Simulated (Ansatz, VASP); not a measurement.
# InPd in VASP and in Ansatz

```
CELL_PARAMETERS angstrom
3.30526 0.00000 0.00000
0.00000 3.30526 0.00000
0.00000 0.00000 3.30526
ATOMIC_POSITIONS crystal
In 0.00000 0.00000 0.00000
Pd 0.50000 0.50000 0.50000
```

Alike in both runs: functional PBE; k mesh 14 × 14 × 14; occupations gaussian, width 0.1 eV; no spin polarisation.

Ansatz relaxed the structure, and its values are those at the end. VASP's run is a single point on that final structure, the one shown.

|  | VASP | Ansatz |
| --- | --- | --- |
| version | VASP 6.6.1 | Ansatz 0.2.0 |
| potentials or method | VASP PAW PBE potentials, release 64 (In_d, Pd) | scalar-relativistic, plane waves, PAW |
| plane-wave cutoff (eV) | 520 | 420 |
| valence electrons in the cell | 23 | 31 |

```tsv
	VASP	Ansatz	Ansatz less VASP
gap on the k mesh at the Fermi level (eV)	none	none	-
pressure (GPa)	0.0	0.0	-0.04
```

A gap of «none» marks a metal or a gap that the smearing closes. The two sets of potentials don't hold the same shells in valence.
